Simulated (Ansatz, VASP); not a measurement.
# SiW3 in VASP and in Ansatz

File INCAR:

```
SYSTEM = SiW3
ALGO = Normal ; EDIFF = 1E-6
EDIFFG = -0.01 ; ENCUT = 600
GGA = PE ; IBRION = 2
ISIF = 3 ; ISMEAR = 0
LASPH = .TRUE. ; LCHARG = .FALSE.
LREAL = .FALSE. ; LWAVE = .FALSE.
NELM = 100 ; NSW = 100
PREC = Accurate ; SIGMA = 0.1
```

File KPOINTS:

```
k-points
0
G
  14 14 14
  0 0 0
```

The input POSCAR:

```
SiW3
1.0
    0.0000000000      3.1224753673      3.1224753673
    3.1224753673      0.0000000000      3.1224753673
    3.1224753673      3.1224753673      0.0000000000
Si W
1 3
Direct
    0.0000000000      0.0000000000      0.0000000000
    0.2500000000      0.2500000000      0.2500000000
    0.7500000000      0.7500000000      0.7500000000
    0.5000000000      0.5000000000      0.5000000000
```

Input for Ansatz:

```yaml
crystal:
  lattice:
    - [0.0, 3.1224753673, 3.1224753673]
    - [3.1224753673, 0.0, 3.1224753673]
    - [3.1224753673, 3.1224753673, 0.0]
  atoms:
    - { symbol: Si, position: [0.0, 0.0, 0.0] }
    - { symbol: W, position: [0.25, 0.25, 0.25] }
    - { symbol: W, position: [0.75, 0.75, 0.75] }
    - { symbol: W, position: [0.5, 0.5, 0.5] }
basis:
  ecutwfc: 420
kpoints:
  mp_grid: { grid: [14, 14, 14] }
hamiltonian:
  xc: pbe
scf:
  occupations: { method: gaussian, width: 0.1 }
output:
  forces: true
  stress: true
  eigenvalues: true
  write_density: true
  write_potential: true
  elf: true
  volumetric_format: npy
relax:
  adjacent_minimum: "off"
  f_tol: 0.01
  max_steps: 80
  cell: { stress_tol: 0.05 }
```

Change from the starting cell: species swapped into the VW3 type (Fm-3m, No. 225).

Alike in both runs: task relaxation of cell and atoms; functional PBE; k mesh 14 × 14 × 14; occupations gaussian, width 0.1 eV; no spin polarisation.

|  | VASP | Ansatz |
| --- | --- | --- |
| version | VASP 6.6.1 | Ansatz 0.2.0 |
| potentials or method | VASP PAW PBE potentials, release 64 (Si, W_sv) | scalar-relativistic, plane waves, PAW |
| plane-wave cutoff (eV) | 600 | 420 |
| valence electrons in the cell | 46 | 46 |

VASP gave:

- gap on the k mesh at the Fermi level, each at its own relaxed structure (eV): none
- relaxed volume (Å³/atom): 15.23
- relaxed cell length with the largest relative difference (Å): 4.417

Task: Estimate Ansatz's values.

Result: gap on the k mesh at the Fermi level, each at its own relaxed structure (eV): none; relaxed volume (Å³/atom): 15.21; relaxed cell length with the largest relative difference (Å): 4.414.

A gap of «none» marks a metal or a gap that the smearing closes.

The runs have no spin-orbit coupling, so splittings on W are missing.
